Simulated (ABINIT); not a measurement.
# GaN (F-43m) in ABINIT: further runs

One crystal, GaN, is run at these levels: HCTH407, revPBE, PBEsol, OLYP, rPW86PBE; tasks: band structure, equation of state.

All numbers are computed with ABINIT 10.8.3 (patched build); they aren't measurements. Logs are shortened: lines on timing, memory, paths and dates and some standing lists are left out, and cuts for length are marked. The log counts tension as positive stress, the text compression.

**Measured values to compare with.**

A printed reference work, textbook reports, for a bulk crystal of GaN at 0 K: band gap 3.299 eV (direct).

The results are compared with them further down.

## Step 1: The structure

The structure is cubic, space group F-43m (No. 216). Conventional cell: a = 4.507 Å, b = 4.507 Å, c = 4.507 Å, α = 90.00°, β = 90.00°, γ = 90.00°. Ga (site symmetry -43m) has 4 N at 1.95 Å as nearest neighbours. N (site symmetry -43m) is surrounded by 4 Ga at 1.95 Å.

The cell is a database's computed one.

## Step 2: Band structure, HCTH407

Contents of run.abi:

```
ndtset 2

pp_dirpath "./"
pseudos "Ga.GGA_PBE-JTH.xml, N.GGA_PBE-JTH.xml"

acell 3*1.0 Angstrom
rprim
     0.0000000000     2.2535006075     2.2535006075
     2.2535006075     0.0000000000     2.2535006075
     2.2535006075     2.2535006075     0.0000000000
ntypat 2
znucl 31 7
natom 2
typat 1 2
xred
     0.0000000000     0.0000000000     0.0000000000
     0.2500000000     0.2500000000     0.2500000000

ecut 25.0
pawecutdg 47.0

ixc 27

occopt 3
tsmear 0.05 eV

nstep 100

iomode 3
prtwf 0
prteig 0
prtebands 0
enunit 2
prtden1 1
prtvha1 1
prtvclmb1 1
prtpot1 1

kptopt1 1
ngkpt1 10 10 10
nshiftk1 1
shiftk1 0.0 0.0 0.0
nband1 13
tolvrs1 1.0e-9

iscf2 -2
getden2 1
nband2 17
nbdbuf2 2
tolwfr2 1.0e-12
kptopt2 -9
ndivsm2 5
prteig2 1
kptbounds2
     0.0000000000     0.0000000000     0.0000000000
     0.5000000000     0.0000000000     0.5000000000
     0.5000000000     0.2500000000     0.7500000000
     0.3750000000     0.3750000000     0.7500000000
     0.0000000000     0.0000000000     0.0000000000
     0.5000000000     0.5000000000     0.5000000000
     0.6250000000     0.2500000000     0.6250000000
     0.5000000000     0.2500000000     0.7500000000
     0.5000000000     0.5000000000     0.5000000000
     0.3750000000     0.3750000000     0.7500000000
```

Potentials or basis: JTH PAW PBE v2.0.

The run is started by

```sh
abinit run.abi > log 2>&1
```

run.abo:

```text
.Version 10.8.3 of ABINIT
 DATASET    1 : space group F-4 3 m (#216); Bravais cF (face-center cubic)
================================================================================
 Values of the parameters that define the memory need for DATASET  1.
     intxc =       0    ionmov =       0      iscf =       7    lmnmax =      18
     lnmax =       6     mgfft =      30  mpssoang =       3    mqgrid =    3001
     natom =       2  nloc_mem =       2    nspden =       1   nspinor =       1
    nsppol =       1      nsym =      24    n1xccc =       1    ntypat =       2
    occopt =       3   xclevel =       2
       mpw =         938          nfft =       27000          nkpt =          47
 PAW method is used; the additional fine FFT grid is defined by:
   mgfftf=        40    nfftf =     64000
================================================================================
================================================================================

 DATASET    2 : space group F-4 3 m (#216); Bravais cF (face-center cubic)
================================================================================
 Values of the parameters that define the memory need for DATASET  2.
     intxc =       0    ionmov =       0      iscf =      -2    lmnmax =      18
     lnmax =       6     mgfft =      30  mpssoang =       3    mqgrid =    3001
     natom =       2  nloc_mem =       2    nspden =       1   nspinor =       1
    nsppol =       1      nsym =      24    n1xccc =       1    ntypat =       2
    occopt =       3   xclevel =       2
       mpw =         938          nfft =       27000          nkpt =          87
 PAW method is used; the additional fine FFT grid is defined by:
   mgfftf=        40    nfftf =     64000
================================================================================
================================================================================

--------------------------------------------------------------------------------
------------- Echo of variables that govern the present computation ------------
--------------------------------------------------------------------------------
 -outvars: echo values of preprocessed input variables --------
            acell      1.8897261259E+00  1.8897261259E+00  1.8897261259E+00 Bohr
              amu      6.97230000E+01  1.40067400E+01
             ecut      2.50000000E+01 Hartree
           enunit           2
           getden1          0
           getden2          1
             iscf1          7
             iscf2         -2
[... 989 lines left out ...]
 kpt#   3, nband= 17, wtk=  1.00000, kpt=  0.0714  0.0000  0.0714 (reduced coord)
  -0.37717   -0.31950   -0.31950   -0.31871   -0.31089   -0.31061    0.18117    0.19829
   0.19829    0.30240    0.57428    0.59683    0.59683    0.82415    0.90296    0.92724
   0.92724
 kpt#   4, nband= 17, wtk=  1.00000, kpt=  0.1071  0.0000  0.1071 (reduced coord)
  -0.37465   -0.31897   -0.31897   -0.31709   -0.31098   -0.31046    0.16180    0.19145
   0.19145    0.32237    0.55736    0.60442    0.60442    0.77777    0.93093    0.94308
   0.94322
 kpt#   5, nband= 17, wtk=  1.00000, kpt=  0.1429  0.0000  0.1429 (reduced coord)
[... 316 lines left out ...]
  -0.35912   -0.31667   -0.31394   -0.31140   -0.30940   -0.23616   -0.01856    0.07875
   0.14323    0.43259    0.49302    0.60080    0.65214    0.76932    0.92819    1.01409
   1.07735
 kpt#  85, nband= 17, wtk=  1.00000, kpt=  0.4028  0.4028  0.6944 (reduced coord)
  -0.35883   -0.31652   -0.31309   -0.31171   -0.30947   -0.23239   -0.01161    0.06351
   0.13710    0.42229    0.49934    0.60833    0.66551    0.74675    0.93573    1.04635
   1.08939
 kpt#  86, nband= 17, wtk=  1.00000, kpt=  0.3889  0.3889  0.7222 (reduced coord)
  -0.35867   -0.31645   -0.31238   -0.31187   -0.30947   -0.22945   -0.00714    0.05471
   0.13165    0.41151    0.50198    0.61857    0.67688    0.72838    0.94873    1.05753
   1.11143
 kpt#  87, nband= 17, wtk=  1.00000, kpt=  0.3750  0.3750  0.7500 (reduced coord)
  -0.35860   -0.31646   -0.31191   -0.31191   -0.30934   -0.22808   -0.00651    0.05457
   0.12721    0.40194    0.50045    0.62778    0.68555    0.71657    0.96723    1.05748
   1.12414
 Eigenvalues (   eV  ) for nkpt=  87  k points:
 kpt#   1, nband= 17, wtk=  1.00000, kpt=  0.0000  0.0000  0.0000 (reduced coord)
 -10.32363   -8.70564   -8.70564   -8.70564   -8.45559   -8.45559    5.55565    5.55565
   5.55565    7.57927   16.06657   16.06657   16.06657   23.83707   24.88240   24.88240
  24.88240
 kpt#   2, nband= 17, wtk=  1.00000, kpt=  0.0357  0.0000  0.0357 (reduced coord)
 -10.30810   -8.70268   -8.70268   -8.69767   -8.45676   -8.45474    5.36581    5.51468
   5.51468    7.77598   15.94923   16.11082   16.11082   23.70211   24.11611   24.96997
  24.96999
 kpt#   3, nband= 17, wtk=  1.00000, kpt=  0.0714  0.0000  0.0714 (reduced coord)
 -10.26335   -8.69393   -8.69393   -8.67268   -8.45988   -8.45218    4.92982    5.39577
   5.39577    8.22874   15.62706   16.24045   16.24045   22.42626   24.57077   25.23141
  25.23144
 kpt#   4, nband= 17, wtk=  1.00000, kpt=  0.1071  0.0000  0.1071 (reduced coord)
 -10.19479   -8.67974   -8.67974   -8.62857   -8.46213   -8.44814    4.40289    5.20972
   5.20972    8.77202   15.16644   16.44697   16.44697   21.16430   25.33189   25.66264
  25.66640
 kpt#   5, nband= 17, wtk=  1.00000, kpt=  0.1429  0.0000  0.1429 (reduced coord)
[... 317 lines left out ...]
   3.89739   11.77128   13.41586   16.34860   17.74556   20.93418   25.25741   27.59483
  29.31605
 kpt#  85, nband= 17, wtk=  1.00000, kpt=  0.4028  0.4028  0.6944 (reduced coord)
  -9.76435   -8.61287   -8.51956   -8.48219   -8.42119   -6.32371   -0.31589    1.72814
   3.73074   11.49109   13.58785   16.55358   18.10957   20.31999   25.46256   28.47258
  29.64371
 kpt#  86, nband= 17, wtk=  1.00000, kpt=  0.3889  0.3889  0.7222 (reduced coord)
  -9.75980   -8.61109   -8.50020   -8.48648   -8.42104   -6.24376   -0.19441    1.48864
   3.58248   11.19779   13.65956   16.83210   18.41898   19.82019   25.81631   28.77698
  30.24357
 kpt#  87, nband= 17, wtk=  1.00000, kpt=  0.3750  0.3750  0.7500 (reduced coord)
  -9.75806   -8.61144   -8.48741   -8.48740   -8.41747   -6.20626   -0.17706    1.48490
   3.46145   10.93726   13.61789   17.08263   18.65488   19.49885   26.31959   28.77553
  30.58942

== END DATASET(S) ==============================================================
================================================================================

 -outvars: echo values of variables after computation  --------
            acell      1.8897261259E+00  1.8897261259E+00  1.8897261259E+00 Bohr
           etotal1    -8.9851660168E+01
            fcart1    -6.3229913648E-29 -6.3229913648E-29  1.8968974094E-28
                       6.3229913648E-29  6.3229913648E-29 -1.8968974094E-28
            rprim      0.0000000000E+00  2.2535006075E+00  2.2535006075E+00
                       2.2535006075E+00  0.0000000000E+00  2.2535006075E+00
                       2.2535006075E+00  2.2535006075E+00  0.0000000000E+00
           strten1    -1.7714686746E-04 -1.7714686746E-04 -1.7714686746E-04
                       0.0000000000E+00  0.0000000000E+00  0.0000000000E+00
           xangst      0.0000000000E+00  0.0000000000E+00  0.0000000000E+00
                       1.1267503037E+00  1.1267503037E+00  1.1267503037E+00
             xred      0.0000000000E+00  0.0000000000E+00  0.0000000000E+00
                       2.5000000000E-01  2.5000000000E-01  2.5000000000E-01
 Calculation completed.
```

It took 46 s on 1 thread of Arm Neoverse V2, shared host; peak memory 0.11 GiB.

Results:

```yaml
Free_energy: -2444.9882 eV
Band_gap_on_the_k_mesh: 2.02 eV, direct
Valence_electrons_inside_the_program's_atomic_spheres: Ga 11.20; N 2.59
```

Levels at the corners of the path, in eV from the valence-band top:
| point | band 5 | band 6 | band 7 | band 8 | band 9 | band 10 | band 11 | band 12 | band 13 | band 14 |
| --- | --- | --- | --- | --- | --- | --- | --- | --- | --- | --- |
| Γ | -14.01 | -14.01 | 0.00 | 0.00 | 0.00 | 2.02 | 10.51 | 10.51 | 10.51 | 18.28 |
| X | -13.94 | -11.88 | -6.00 | -2.60 | -2.60 | 3.77 | 6.92 | 12.21 | 14.25 | 14.25 |
| W | -13.98 | -11.65 | -5.57 | -3.56 | -3.46 | 6.59 | 8.51 | 10.54 | 11.69 | 15.47 |
| K | -13.97 | -11.76 | -5.73 | -4.07 | -2.09 | 5.38 | 8.06 | 11.53 | 13.10 | 13.94 |
| Γ | -14.01 | -14.01 | 0.00 | 0.00 | 0.00 | 2.02 | 10.51 | 10.51 | 10.51 | 18.28 |
| L | -13.96 | -12.40 | -6.82 | -0.93 | -0.93 | 4.92 | 9.14 | 10.60 | 10.60 | 16.29 |
| U | -13.97 | -11.76 | -5.73 | -4.07 | -2.09 | 5.38 | 8.06 | 11.53 | 13.10 | 13.94 |
| W | -13.98 | -11.65 | -5.57 | -3.56 | -3.46 | 6.59 | 8.51 | 10.54 | 11.69 | 15.47 |
| L | -13.96 | -12.40 | -6.82 | -0.93 | -0.93 | 4.92 | 9.14 | 10.60 | 10.60 | 16.29 |
| K | -13.97 | -11.76 | -5.73 | -4.07 | -2.09 | 5.38 | 8.06 | 11.53 | 13.10 | 13.94 |

Caveat: the cutoff is too short for stress, so the log's stress isn't used; the PAW data sets were made with another functional, which shifts forces and pressure a little.

## Step 3: Band structure, revPBE

Edit run.abi of step 2 so:

```diff
@@ -21,3 +21,3 @@
 
-ixc 27
+ixc 14
 
@@ -32,3 +32,3 @@
 prtebands 0
-enunit 2
+enunit 1
 prtden1 1
@@ -51,3 +51,3 @@
 kptopt2 -9
-ndivsm2 5
+ndivsm2 8
 prteig2 1
```

Potentials or basis: JTH PAW PBE v2.0.

The run is started by

```sh
abinit run.abi > log 2>&1
```

Run time: 50 s. Hardware: 1 thread of Arm Neoverse V2, shared host; peak memory 0.13 GiB.

It converged, with:

```
Free energy                                           : -2423.5688 eV
Band gap on the k mesh                                : 1.73 eV, direct
Valence electrons inside the program's atomic spheres : Ga 11.18; N 2.57
```

Levels at the corners of the path, in eV from the valence-band top:
| point | band 5 | band 6 | band 7 | band 8 | band 9 | band 10 | band 11 | band 12 | band 13 | band 14 |
| --- | --- | --- | --- | --- | --- | --- | --- | --- | --- | --- |
| Γ | -13.14 | -13.14 | 0.00 | 0.00 | 0.00 | 1.73 | 10.35 | 10.35 | 10.35 | 17.73 |
| X | -13.06 | -11.49 | -6.10 | -2.70 | -2.70 | 3.38 | 6.72 | 11.78 | 14.02 | 14.02 |
| W | -13.13 | -11.21 | -5.67 | -3.68 | -3.63 | 6.25 | 8.43 | 10.30 | 11.19 | 15.32 |
| K | -13.10 | -11.33 | -5.84 | -4.24 | -2.17 | 5.03 | 7.90 | 11.14 | 12.88 | 13.65 |
| Γ | -13.14 | -13.14 | 0.00 | 0.00 | 0.00 | 1.73 | 10.35 | 10.35 | 10.35 | 17.73 |
| L | -13.09 | -11.91 | -7.01 | -0.97 | -0.97 | 4.68 | 8.77 | 10.39 | 10.39 | 15.72 |
| U | -13.10 | -11.33 | -5.84 | -4.24 | -2.17 | 5.03 | 7.90 | 11.14 | 12.88 | 13.65 |
| W | -13.13 | -11.21 | -5.67 | -3.68 | -3.63 | 6.25 | 8.43 | 10.30 | 11.19 | 15.32 |
| L | -13.09 | -11.91 | -7.01 | -0.97 | -0.97 | 4.68 | 8.77 | 10.39 | 10.39 | 15.72 |
| K | -13.10 | -11.33 | -5.84 | -4.24 | -2.17 | 5.03 | 7.90 | 11.14 | 12.88 | 13.65 |

Caveat: the cutoff is too short for stress, so the log's stress isn't used; the PAW data sets were made with another functional, which shifts forces and pressure a little.

## Step 4: Equation of state, PBEsol

Contents of run.abi:

```
ndtset 7
getwfk -1
scalecart1 3*0.9795861087
scalecart2 3*0.9864848297
scalecart3 3*0.9932883884
scalecart4 3*1.0000000000
scalecart5 3*1.0066227096
scalecart6 3*1.0131594038
scalecart7 3*1.0196128224

pp_dirpath "./"
pseudos "Ga.GGA_PBE-JTH.xml, N.GGA_PBE-JTH.xml"

acell 6.0224269985 6.0224269985 6.0224269985
rprim
     0.0000000000     0.7071067812     0.7071067812
     0.7071067812     0.0000000000     0.7071067812
     0.7071067812     0.7071067812     0.0000000000
ntypat 2
znucl 31 7
natom 2
typat 1 2
xred
     0.0000000000     0.0000000000     0.0000000000
     0.2500000000     0.2500000000     0.2500000000

ecut 20.0
pawecutdg 40.0

kptopt 1
ngkpt 10 10 10
nshiftk 1
shiftk 0.0 0.0 0.0

ixc -116133

nband 13
occopt 3
tsmear 0.05 eV

nstep 100
tolvrs 1.0e-9

iomode 3
prtwf 1
prtden 0
prteig 0
prtebands 0
enunit 2
```

The run is started by

```sh
abinit run.abi > log 2>&1
```

Wall time 93 s (1 thread of Arm Neoverse V2, shared host); peak memory 0.13 GiB.

It converged, with:

| Item | Value |
| --- | --- |
| Equilibrium volume | 11.42 Å³/atom |
| Bulk modulus | 185 GPa |
| Pressure derivative of the bulk modulus | 4.6 (rough: it moves with the points fitted) |

Energy against volume, from the lowest point:
| volume (Å³/atom) | energy (meV/atom) |
| --- | --- |
| 10.757 | 24.97 |
| 10.986 | 10.38 |
| 11.215 | 2.19 |
| 11.444 | 0.00 |
| 11.673 | 3.33 |
| 11.902 | 10.62 |
| 12.131 | 22.85 |

Caveat: the cutoff is too short for stress, so the log's stress isn't used; pressures at fixed basis lie under the slope of the energies; the PAW data sets were made with another functional, which shifts forces and pressure a little.

## Step 5: Band structure, OLYP

Contents of run.abi:

```
# Datasets: ground state, then fixed potential
ndtset 2

# Pseudopotentials
pp_dirpath "./"
pseudos "Ga.GGA_PBE-JTH.xml, N.GGA_PBE-JTH.xml"

# Structure
acell 6.0224269985 6.0224269985 6.0224269985
rprim
     0.0000000000     0.7071067812     0.7071067812
     0.7071067812     0.0000000000     0.7071067812
     0.7071067812     0.7071067812     0.0000000000
ntypat 2
znucl 31 7
natom 2
typat 1 2
xred
     0.0000000000     0.0000000000     0.0000000000
     0.2500000000     0.2500000000     0.2500000000

# Plane-wave basis
ecut 25.0
pawecutdg 47.0

# Exchange and correlation
ixc -110131

# Bands and occupations
occopt 3
tsmear 0.05 eV

# SCF cycle
nstep 100

# Output
iomode 3
prtwf 0
prteig 0
prtebands 0
prtden1 1
prtvha1 1
prtvclmb1 1
prtpot1 1

# Dataset 1
kptopt1 1
ngkpt1 10 10 10
nshiftk1 1
shiftk1 0.0 0.0 0.0
nband1 13
tolvrs1 1.0e-9

# Dataset 2: bands along G-X-W-K-G-L-U-W-L-K
iscf2 -2
getden2 1
nband2 17
nbdbuf2 2
tolwfr2 1.0e-12
kptopt2 -9
ndivsm2 5
prteig2 1
kptbounds2
     0.0000000000     0.0000000000     0.0000000000
     0.5000000000     0.0000000000     0.5000000000
     0.5000000000     0.2500000000     0.7500000000
     0.3750000000     0.3750000000     0.7500000000
     0.0000000000     0.0000000000     0.0000000000
     0.5000000000     0.5000000000     0.5000000000
     0.6250000000     0.2500000000     0.6250000000
     0.5000000000     0.2500000000     0.7500000000
     0.5000000000     0.5000000000     0.5000000000
     0.3750000000     0.3750000000     0.7500000000
```

The run is started by

```sh
abinit run.abi > log 2>&1
```

Run time: 39 s. Hardware: 1 thread of Arm Neoverse V2, shared host; peak memory 0.12 GiB.

The run converged. Its results:

| Property | Result |
| --- | --- |
| Free energy | -2432.0947 eV |
| Band gap on the k mesh | 1.89 eV, direct |
| Valence electrons inside the program's atomic spheres | Ga 11.18; N 2.58 |

Levels at the corners of the path, in eV from the valence-band top:
| point | band 5 | band 6 | band 7 | band 8 | band 9 | band 10 | band 11 | band 12 | band 13 | band 14 |
| --- | --- | --- | --- | --- | --- | --- | --- | --- | --- | --- |
| Γ | -13.59 | -13.59 | 0.00 | 0.00 | 0.00 | 1.89 | 10.50 | 10.50 | 10.50 | 18.15 |
| X | -13.52 | -11.74 | -6.02 | -2.64 | -2.64 | 3.57 | 6.90 | 12.07 | 14.22 | 14.22 |
| W | -13.58 | -11.49 | -5.58 | -3.61 | -3.53 | 6.42 | 8.56 | 10.46 | 11.50 | 15.48 |
| K | -13.55 | -11.60 | -5.75 | -4.15 | -2.12 | 5.22 | 8.06 | 11.40 | 13.05 | 13.85 |
| Γ | -13.59 | -13.59 | 0.00 | 0.00 | 0.00 | 1.89 | 10.50 | 10.50 | 10.50 | 18.15 |
| L | -13.54 | -12.20 | -6.89 | -0.95 | -0.95 | 4.86 | 8.98 | 10.54 | 10.54 | 16.07 |
| U | -13.55 | -11.60 | -5.75 | -4.15 | -2.12 | 5.22 | 8.06 | 11.40 | 13.05 | 13.85 |
| W | -13.58 | -11.49 | -5.58 | -3.61 | -3.53 | 6.42 | 8.56 | 10.46 | 11.50 | 15.48 |
| L | -13.54 | -12.20 | -6.89 | -0.95 | -0.95 | 4.86 | 8.98 | 10.54 | 10.54 | 16.07 |
| K | -13.55 | -11.60 | -5.75 | -4.15 | -2.12 | 5.22 | 8.06 | 11.40 | 13.05 | 13.85 |

Caveat: the cutoff is too short for stress, so the log's stress isn't used; the PAW data sets were made with another functional, which shifts forces and pressure a little.

(Continued in part 2 of 2.)
